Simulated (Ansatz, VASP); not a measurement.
**Two plane-wave programs on SbSe2**

```
Sb Se
1.0
     0.00000    3.64253    3.64253
     3.64253    0.00000    3.64253
     3.64253    3.64253    0.00000
Sb Se
1 2
Direct
  0.50000 0.50000 0.50000
  0.00000 0.00000 0.00000
  0.75000 0.75000 0.75000
```

Alike in both runs: task single point; functional PBE; k mesh 4 × 4 × 4; occupations gaussian, width 0.1 eV; no spin polarisation.

```csv
,VASP,Ansatz
version,VASP 6.6.1,Ansatz 0.2.0
potentials or method,"VASP PAW PBE potentials, release 64 (Sb, Se)","scalar-relativistic, plane waves, PAW"
plane-wave cutoff (eV),520,420
valence electrons in the cell,17,47
```

```csv
,VASP,Ansatz,Ansatz less VASP
gap on the k mesh at the Fermi level (eV),none,none,-
pressure (GPa),-6.3,-6.2,+0.05
```

A gap of «none» marks a metal or a gap that the smearing closes. The two sets of potentials don't hold the same shells in valence.

Caveats: the k mesh is coarse (spacing up to 0.37 Å⁻¹), so the values aren't converged. Spin-orbit coupling is left out, which matters for the levels of Sb.
